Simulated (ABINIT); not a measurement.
# A GW chain in ABINIT: SiC (F-43m), part 2 of 3

Aim: the G0W0 gap of SiC (F-43m) on PBE, step by step.

ABINIT 10.8.3; PBE and many-body steps on it, plane waves. Known limits of the many-body steps: not at the basis limit.

So far. Step 2 (Ground state): The gap is indirect, with the least direct gap 3.19 eV higher.

**3. Bands along the symmetry lines**

Level of this step: DFT, PBE, plane waves, norm-conserving pseudopotentials (ABINIT).

The cheap functional maps the bands first; the places of the edges decide which points the dearer methods must see.

File run.abi:

```
acell 3*1.0 Angstrom
rprim 
  -0.000000000000 2.179000000000 2.179000000000
  2.179000000000 -0.000000000000 2.179000000000
  2.179000000000 2.179000000000 -0.000000000000
ntypat 2
znucl 14 6
natom 2
typat 1 2
xred 
  0.000000000000 0.000000000000 0.000000000000
  0.250000000000 0.250000000000 0.250000000000
pp_dirpath "pseudos"
pseudos "Si.upf, C.upf"
ecut 37
iscf -2
irdden 1
kptopt 0
nkpt 50
kpt 
  0.00000000 0.00000000 0.00000000
  -0.06250000 -0.06250000 0.00000000
  -0.12500000 -0.12500000 0.00000000
  -0.18750000 -0.18750000 0.00000000
  -0.25000000 -0.25000000 0.00000000
  -0.31250000 -0.31250000 0.00000000
  -0.37500000 -0.37500000 0.00000000
  -0.43750000 -0.43750000 0.00000000
  -0.50000000 -0.50000000 0.00000000
  -0.48437500 -0.48437500 0.03125000
  -0.46875000 -0.46875000 0.06250000
  -0.45312500 -0.45312500 0.09375000
  -0.43750000 -0.43750000 0.12500000
  -0.42187500 -0.42187500 0.15625000
  -0.40625000 -0.40625000 0.18750000
  -0.39062500 -0.39062500 0.21875000
  -0.37500000 -0.37500000 0.25000000
  -0.37500000 0.00000000 0.37500000
  -0.32812500 0.00000000 0.32812500
  -0.28125000 0.00000000 0.28125000
  -0.23437500 0.00000000 0.23437500
  -0.18750000 0.00000000 0.18750000
  -0.14062500 0.00000000 0.14062500
  -0.09375000 0.00000000 0.09375000
  -0.04687500 0.00000000 0.04687500
  0.00000000 0.00000000 0.00000000
  0.00000000 0.00000000 0.06250000
  0.00000000 0.00000000 0.12500000
  0.00000000 0.00000000 0.18750000
  0.00000000 0.00000000 0.25000000
  0.00000000 0.00000000 0.31250000
  0.00000000 0.00000000 0.37500000
  0.00000000 0.00000000 0.43750000
  0.00000000 0.00000000 0.50000000
  -0.06250000 -0.03125000 0.46875000
  -0.12500000 -0.06250000 0.43750000
  -0.18750000 -0.09375000 0.40625000
  -0.25000000 -0.12500000 0.37500000
  -0.31250000 -0.15625000 0.34375000
  -0.37500000 -0.18750000 0.31250000
  -0.43750000 -0.21875000 0.28125000
  -0.50000000 -0.25000000 0.25000000
  -0.50000000 -0.28125000 0.21875000
  -0.50000000 -0.31250000 0.18750000
  -0.50000000 -0.34375000 0.15625000
  -0.50000000 -0.37500000 0.12500000
  -0.50000000 -0.40625000 0.09375000
  -0.50000000 -0.43750000 0.06250000
  -0.50000000 -0.46875000 0.03125000
  -0.50000000 -0.50000000 0.00000000
istwfk *1
nband 14
nbdbuf 5
tolwfr 1e-07
nstep 50
prtwf 0
prtvol 0
indata_prefix "in"
outdata_prefix "out"
tmpdata_prefix "tmp"
```

The run is started by

```sh
> OMP_NUM_THREADS=1 mpirun -n 8 abinit run.abi > log
```

Numbers of over 12 decimals in the logs are rounded to 6 here.

What it wrote:

```text
.Version 10.8.3 of ABINIT. v10.8.2 released Aug 2026.

 Symmetries : space group F-4 3 m (#216); Bravais cF (face-center cubic)
[... echo of the input left out ...]
== DATASET  1 ==================================================================
-   mpi_nproc: 8, omp_nthreads: 1 (-1 if OMP is not activated)

--- !DatasetInfo
iteration_state: {dtset: 1, }
dimensions: {natom: 2, nkpt: 50, mband: 14, nsppol: 1, nspinor: 1, nspden: 1, mpw: 1524, }
cutoff_energies: {ecut:  37.0, pawecutdg:  -1.0, }
electrons: {nelect:   8.00000000E+00, charge:   0.00000000E+00, occopt:   1.00000000E+00, tsmear:   1.00000000E-02, }

 Real(R)+Recip(G) space primitive vectors, cartesian coordinates (Bohr,Bohr^-1):
 R(1)=  0.0000000  4.1177132  4.1177132  G(1)= -0.1214266  0.1214266  0.1214266
 R(2)=  4.1177132  0.0000000  4.1177132  G(2)=  0.1214266 -0.1214266  0.1214266
 R(3)=  4.1177132  4.1177132  0.0000000  G(3)=  0.1214266  0.1214266 -0.1214266
 Unit cell volume ucvol=  1.3963629E+02 bohr^3
 Angles (23,13,12)=  6.00000000E+01  6.00000000E+01  6.00000000E+01 degrees

 getcut: wavevector=  0.0000  0.0000  0.0000  ngfft=  32  32  32
         ecut(hartree)=     37.000   => boxcut(ratio)=   2.00684

--- Pseudopotential description ------------------------------------------------
- Si Generated using ONCVPSP code by D. R. Hamann
- 14.00000   4.00000  171031                  znucl, zion, pspdat
12 -101130 2 -1 1510                          pspcod,pspxc,lmax,lloc,mmax
     nproj     2     2     2
  pspatm : epsatm=    9.34321561
         --- l  ekb(1:nproj) -->
             0    5.168965    0.829883
             1    2.571282    0.578307
             2   -2.427311   -0.488097
 pspatm: atomic psp has been read  and splines computed

- C Generated using ONCVPSP code by D. R. Hamann
-  6.00000   4.00000  171031                  znucl, zion, pspdat
12 -101130 1 -1 1248                          pspcod,pspxc,lmax,lloc,mmax
     nproj     2     2     0
  pspatm : epsatm=    4.31346680
         --- l  ekb(1:nproj) -->
[...]
pspatm: atomic psp has been read  and splines computed

--------------------------------------------------------------------------------

================================================================================
 prteigrs : about to open file out_EIG
 Non-SCF case, kpt    1 (  0.00000  0.00000  0.00000), residuals and eigenvalues=
  1.93E-08  2.67E-08  9.30E-08  9.03E-08  6.58E-08  7.68E-08  2.24E-08  9.71E-08
  6.50E-08  6.62E-08  5.83E-08  9.53E-08  5.42E-08  8.29E-08
 -3.1511E-01  2.5118E-01  2.5118E-01  2.5118E-01  4.7989E-01  5.1987E-01
  5.1987E-01  5.1987E-01  7.8510E-01  7.8510E-01  8.5604E-01  8.8634E-01
  8.8634E-01  8.8634E-01
 Non-SCF case, kpt    2 ( -0.06250 -0.06250  0.00000), residuals and eigenvalues=
  8.50E-09  3.48E-08  4.48E-08  4.09E-08  2.08E-08  1.36E-08  6.84E-08  8.74E-08
[...]
8.9386E-01  9.2501E-01
 Non-SCF case, kpt    3 ( -0.12500 -0.12500  0.00000), residuals and eigenvalues=
  5.14E-08  7.68E-08  4.90E-08  2.23E-08  3.33E-08  4.13E-08  5.11E-08  9.49E-08
[...]
9.1638E-01  9.7112E-01
[...]
Non-SCF case, kpt   49 ( -0.50000 -0.46875  0.03125), residuals and eigenvalues=
[...]
1.0947E+00  1.1744E+00
 Non-SCF case, kpt   50 ( -0.50000 -0.50000  0.00000), residuals and eigenvalues=
[...]
1.0837E+00  1.1691E+00

--- !ResultsGS
iteration_state: {dtset: 1, }
comment   : Summary of ground state results
lattice_vectors:
- [ -0.0000000,   4.1177132,   4.1177132, ]
- [  4.1177132,  -0.0000000,   4.1177132, ]
- [  4.1177132,   4.1177132,  -0.0000000, ]
lattice_lengths: [   5.82333,    5.82333,    5.82333, ]
lattice_angles: [ 60.000,  60.000,  60.000, ] # degrees, (23, 13, 12)
lattice_volume:   1.3963629E+02
convergence: {deltae:  0.000E+00, res2:  0.000E+00, residm:  9.999E-08, diffor:  0.000E+00, }
etotal    :  -1.02697872E+01
entropy   :   0.00000000E+00
fermie    :   2.51183540E-01
cartesian_stress_tensor: null
pressure_GPa: null
xred      :
- [  0.0000E+00,   0.0000E+00,   0.0000E+00, Si]
- [  2.5000E-01,   2.5000E-01,   2.5000E-01,  C]
cartesian_forces: null
force_length_stats: {min: null, max: null, mean: null, }

 Integrated electronic density in atomic spheres:
 ------------------------------------------------
 Atom  Sphere_radius  Integrated_density
[...]
================================================================================

 ----iterations are completed or convergence reached----

 Mean square residual over all n,k,spin=   42.768E-09; max=  99.989E-09
 reduced coordinates (array xred) for    2 atoms
       0.000000000000      0.000000000000      0.000000000000
       0.250000000000      0.250000000000      0.250000000000

 cartesian coordinates (angstrom) at end:
    1      0.000000     0.000000     0.000000
    2      1.089500     1.089500     1.089500
 length scales=  1.889726125908  1.889726125908  1.889726125908 bohr
              =  1.000000000000  1.000000000000  1.000000000000 angstroms
 prteigrs : about to open file out_EIG
 Eigenvalues (hartree) for nkpt=  50  k points:
 kpt#   1, nband= 14, wtk=  1.00000, kpt=  0.0000  0.0000  0.0000 (reduced coord)
[...]
kpt#   2, nband= 14, wtk=  1.00000, kpt= -0.0625 -0.0625  0.0000 (reduced coord)
[...]
kpt#   3, nband= 14, wtk=  1.00000, kpt= -0.1250 -0.1250  0.0000 (reduced coord)
[...]
kpt#  49, nband= 14, wtk=  1.00000, kpt= -0.5000 -0.4687  0.0313 (reduced coord)
  -0.13046   -0.03480    0.13098    0.13132    0.30612    0.41484    0.75986    0.76594
   0.79086    0.97615    1.05845    1.08064    1.09474    1.17439
 kpt#  50, nband= 14, wtk=  1.00000, kpt= -0.5000 -0.5000  0.0000 (reduced coord)
  -0.13075   -0.03555    0.13389    0.13389    0.30121    0.41043    0.76569    0.76569
   0.79395    0.98754    1.06789    1.06789    1.08369    1.16910

== END DATASET(S) ==============================================================
================================================================================

 -outvars: echo values of variables after computation  --------
            nband          14
             nkpt          50
          spgroup         216
 [... the other variables as echoed above ...]

 Calculation completed.
```

It took 2.5 s on 8 MPI ranks of Arm Neoverse V2, shared host; peak memory 0.07 GiB; 19 s of CPU time.

This step gave:

| Property | Result |
| --- | --- |
| gap | 1.361 eV |
| k of the valence top | 0, 0, 0 |
| k of the conduction bottom | -0.5, -0.5, 0 |
| least direct gap | 4.553 eV |

The gap is 1.361 eV, as in the run before at this level.

Electronic bands along the path, in eV, zero at the top of the highest filled band; v1 is the highest filled band, c1 the lowest empty one:

| point | v4 | v3 | v2 | v1 | c1 | c2 | c3 | c4 |
| --- | --- | --- | --- | --- | --- | --- | --- | --- |
| Γ | -15.41 | 0.00 | 0.00 | 0.00 | 6.22 | 7.31 | 7.31 | 7.31 |
| halfway | -13.81 | -3.35 | -1.94 | -1.94 | 4.06 | 6.35 | 10.58 | 10.58 |
| X | -10.39 | -7.80 | -3.19 | -3.19 | 1.36 | 4.33 | 14.00 | 14.00 |
| halfway | -10.34 | -7.64 | -4.23 | -3.04 | 2.10 | 5.31 | 13.33 | 13.54 |
| U | -10.39 | -7.28 | -5.55 | -2.60 | 3.11 | 7.78 | 11.84 | 12.45 |
| jump to K | -10.39 | -7.28 | -5.55 | -2.60 | 3.11 | 7.78 | 11.84 | 12.45 |
| halfway | -13.64 | -4.48 | -2.93 | -0.54 | 6.77 | 7.84 | 8.25 | 9.05 |
| Γ | -15.41 | 0.00 | 0.00 | 0.00 | 6.22 | 7.31 | 7.31 | 7.31 |
| halfway | -14.21 | -4.30 | -0.61 | -0.61 | 5.99 | 7.91 | 7.91 | 9.35 |
| L | -11.84 | -8.54 | -1.05 | -1.05 | 5.43 | 7.23 | 7.23 | 10.05 |
| halfway | -11.20 | -7.83 | -3.71 | -2.26 | 5.25 | 7.28 | 10.15 | 11.00 |
| W | -10.16 | -7.03 | -4.99 | -4.69 | 5.21 | 9.44 | 9.45 | 9.79 |
| halfway | -10.28 | -7.49 | -4.07 | -4.05 | 3.06 | 6.02 | 11.94 | 13.32 |
| X | -10.39 | -7.80 | -3.19 | -3.19 | 1.36 | 4.33 | 14.00 | 14.00 |

The electronic bands as a text plot (rows in eV, shown from -8.0 to 7.4 only):

```
    7.0 |+++++           +      ++++++++        +++++++
    6.4 |++++ ++                     +++++++
    5.8 |       ++      +     ++            +++++ ++++       +
    5.1 |    +    +    +    ++                   +    ++++++  +
    4.5 |          ++++                                     +  ++
    3.8 |     ++           +
    3.2 |       ++        +                                  +
    2.6 |               ++                                    +
    1.9 |         +   ++                                       +
    1.3 |          +++                                          +
    0.6 |
    0.0 |**                      **********
   -0.6 |  **                   *  ***  *  *****
   -1.3 |  ***              ****         **     *****
   -1.9 |    ***           *     ****               **
   -2.6 |       ***      **                *         **
   -3.2 |     **   ******       ***                    *       **
   -3.8 |                     **                      * *    **
   -4.5 |       **     **       *           *          * ****
   -5.1 |                *  **                          ****
   -5.8 |         *       **  **             **
   -6.4 |                   **
   -7.0 |          **     **                   *        *****
   -7.7 |            *****                            **     ****
         Γ           X  U|K            Γ         L        W     X
```

**4. Empty states on the mesh, 8×8×8 mesh, 125 bands**

The sums over transitions need many empty states on a uniform mesh; this step solves for them.

File run.abi:

```
acell 3*1.0 Angstrom
rprim 
  -0.000000000000 2.179000000000 2.179000000000
  2.179000000000 -0.000000000000 2.179000000000
  2.179000000000 2.179000000000 -0.000000000000
ntypat 2
znucl 14 6
natom 2
typat 1 2
xred 
  0.000000000000 0.000000000000 0.000000000000
  0.250000000000 0.250000000000 0.250000000000
pp_dirpath "pseudos"
pseudos "Si.upf, C.upf"
ecut 37
ngkpt 8 8 8
nshiftk 1
shiftk 0 0 0
kptopt 1
chksymbreak 0
irdden 1
istwfk *1
nband 125
prtvol 0
optdriver 6
gwr_task "HDIAGO"
paral_kgb 0
occopt 1
indata_prefix "in"
outdata_prefix "out"
tmpdata_prefix "tmp"
```

What it wrote:

```text
[banner, memory and clock lines left out]
.Version 10.8.3 of ABINIT. v10.8.2 released Aug 2026.

 Symmetries : space group F-4 3 m (#216); Bravais cF (face-center cubic)
[... echo of the input left out ...]
== DATASET  1 ==================================================================
-   mpi_nproc: 8, omp_nthreads: 1 (-1 if OMP is not activated)

--- !DatasetInfo
iteration_state: {dtset: 1, }
dimensions: {natom: 2, nkpt: 29, mband: 125, nsppol: 1, nspinor: 1, nspden: 1, mpw: 1524, }
cutoff_energies: {ecut:  37.0, pawecutdg:  -1.0, }
electrons: {nelect:   8.00000000E+00, charge:   0.00000000E+00, occopt:   1.00000000E+00, tsmear:   1.00000000E-02, }

.Using double precision arithmetic; gwpc =  8

- Reading GS density from: in_DEN

--- Pseudopotential description ------------------------------------------------
- Si Generated using ONCVPSP code by D. R. Hamann
- 14.00000   4.00000  171031                  znucl, zion, pspdat
12 -101130 2 -1 1510                          pspcod,pspxc,lmax,lloc,mmax
     nproj     2     2     2
  pspatm : epsatm=    9.34321561
         --- l  ekb(1:nproj) -->
             0    5.168965    0.829883
             1    2.571282    0.578307
             2   -2.427311   -0.488097
 pspatm: atomic psp has been read  and splines computed

- C Generated using ONCVPSP code by D. R. Hamann
-  6.00000   4.00000  171031                  znucl, zion, pspdat
12 -101130 1 -1 1248                          pspcod,pspxc,lmax,lloc,mmax
     nproj     2     2     0
  pspatm : epsatm=    4.31346680
         --- l  ekb(1:nproj) -->
             0    6.481548    0.385504
             1   -4.199961   -0.877517
 pspatm: atomic psp has been read  and splines computed

   1.09253459E+02                                ecore*ucvol(ha*bohr**3)

 Total charge density [el/Bohr^3]
)     Maximum=    2.7627E-01  at reduced coord.    0.1875    0.2188    0.4063
)     Minimum=    1.3992E-03  at reduced coord.    0.0000    0.0000    0.0000
   Integrated=    8.0000E+00

 === KS gaps after direct diagonalization ===
 Indirect band gap semiconductor
 Fundamental gap:     1.361 (eV)
   VBM:     6.835 (eV) at k: [ 0.0000E+00,  0.0000E+00,  0.0000E+00]
   CBM:     8.196 (eV) at k: [ 5.0000E-01,  5.0000E-01,  0.0000E+00]
 Direct gap:         4.553 (eV) at k: [ 5.0000E-01,  5.0000E-01,  0.0000E+00]

== END DATASET(S) ==============================================================

 -outvars: echo values of variables after computation  --------
           etotal      0.0000000000E+00
            nband         125
             nkpt          29
          spgroup         216
 [... the other variables as echoed above ...]

 Calculation completed.
```

Run time: 12 s. Hardware: 8 MPI ranks; peak memory 1.5 GiB.

This step gave:

```
gap                                                           : 1.361 eV
k of the valence top                                          : 0, 0, 0
k of the conduction bottom                                    : 0.5, 0.5, 0
least direct gap                                              : 4.553 eV
k points computed                                             : 29
lowest point of the top converged band, above the valence top : 158.7176 eV
```

On this mesh the gap is 1.361 eV.

**5. Screening, 8×8×8 mesh, 117 bands, screening to 244.9 eV**

The RPA dielectric matrix is built and inverted for each q.

This step: RPA screening on PBE, plane waves, norm-conserving pseudopotentials.

Changes to run.abi since step 4:

```diff
@@ -20,10 +20,11 @@
 chksymbreak 0
-irdden 1
 istwfk *1
-nband 125
-prtvol 0
-optdriver 6
-gwr_task "HDIAGO"
-paral_kgb 0
 occopt 1
+irdwfk 1
+optdriver 3
+nband 117
+ecuteps 9
+inclvkb 2
+awtr 1
+symchi 1
 indata_prefix "in"
```

What it wrote:

```text
.Version 10.8.3 of ABINIT. v10.8.2 released Aug 2026.

 Symmetries : space group F-4 3 m (#216); Bravais cF (face-center cubic)
[... echo of the input left out ...]
== DATASET  1 ==================================================================
-   mpi_nproc: 8, omp_nthreads: 1 (-1 if OMP is not activated)

--- !DatasetInfo
iteration_state: {dtset: 1, }
dimensions: {natom: 2, nkpt: 29, mband: 117, nsppol: 1, nspinor: 1, nspden: 1, mpw: 1524, }
cutoff_energies: {ecut:  37.0, pawecutdg:  -1.0, }
electrons: {nelect:   8.00000000E+00, charge:   0.00000000E+00, occopt:   1.00000000E+00, tsmear:   1.00000000E-02, }

 SCREENING: Calculation of the susceptibility and dielectric matrices

 Based on a program developped by R.W. Godby, V. Olevano, G. Onida, and L. Reining.
 Incorporated in ABINIT by V. Olevano, G.-M. Rignanese, and M. Torrent.
.Using double precision arithmetic ; gwpc =  8

[... cell and pseudopotentials left out ...]
--------------------------------------------------------------------------------

 ==== K-mesh for the wavefunctions ====
 Number of points in the irreducible wedge :    29
[... list of points left out ...]
 Together with 24 symmetry operations and time-reversal symmetry
 yields   512 points in the full Brillouin Zone.

 ==== Q-mesh for the screening function ====
 Number of points in the irreducible wedge :    29
[... list of points left out ...]
 Together with 24 symmetry operations and time-reversal symmetry
 yields   512 points in the full Brillouin Zone.

 setmesh: FFT mesh size selected  =    24x   24x   24
          total number of points  =        13824

 vcoul_init : cutoff-mode = AUXILIARY_FUNCTION
 q-points for optical limit:   1
     1)      0.000010    0.000020    0.000030

- screening: taking advantage of time-reversal symmetry
- Maximum band index for partially occupied states nbvw = 4
- Remaining bands to be divided among processors   nbcw = 113
- Number of bands treated by each node ~14

 Number of electrons calculated from density =    8.0000; Expected =    8.0000
 average of density, n =  0.057292
 r_s =    1.6092
 omega_plasma =   23.0888 [eV]

 calculating chi0 at frequencies [eV] :
  1    0.000000E+00    0.000000E+00
  2    0.000000E+00    2.308880E+01

--------------------------------------------------------------------------------
  q-point number  1        q = ( 0.000000, 0.000000, 0.000000) [r.l.u.]
--------------------------------------------------------------------------------
[... chi0 elements left out ...]
 For q-point:  0.000010 0.000020 0.000030
  dielectric constant =   6.6717
  dielectric constant without local fields =   7.3104

  Average fulfillment of the sum rule on Im[epsilon] for q-point    1 :     93.09  [%]
[... wings left out ...]
  q-point number  2        q = ( 0.125000, 0.000000, 0.000000) [r.l.u.]
--------------------------------------------------------------------------------
[... chi0 elements left out ...]
  Average fulfillment of the sum rule on Im[epsilon] for q-point    2 :     96.90  [%]

 [... 27 further q-points ...]
```

It took 93 s on 8 MPI ranks; peak memory 1.9 GiB.

This step gave:

```yaml
eps_infinity_with_local_fields_on_this_mesh_along_the_program_s_q_direction: 6.672
the_same_without_local_fields: 7.310
plasma_frequency: 23.09 eV
plane_waves_in_the_screening_matrix: 169
```

Local fields lower ε∞ by 9 %.

(Part 2 of 3 ends here.)

[Paths, hosts, dates, memory and timing lines, banners, echoed tables and standing remarks are left out of the program output.]

[Logs are printed without paths, hosts, clocks, repeated set-up lines and the standing remarks that a program may print on its own settings, such as how far it seeks lower states.]

[Runs of the session that timed out or met a known fault of the program may be left out.]

[Hosts, paths, dates, database ids (printed as entryN), source tags and the programs' standing remarks are cut or masked in the printed files.]

[G0W0 gaps are taken among the corrected bands and points alone; a level outside them can change the order at an edge.]

[Where Ansatz stands beside ABINIT at settings called matched, ABINIT's density can come from a denser mesh and the files from another edition; pairs whose starting gaps differed by over 0.03 eV were left out, so agreement reads better than it is.]
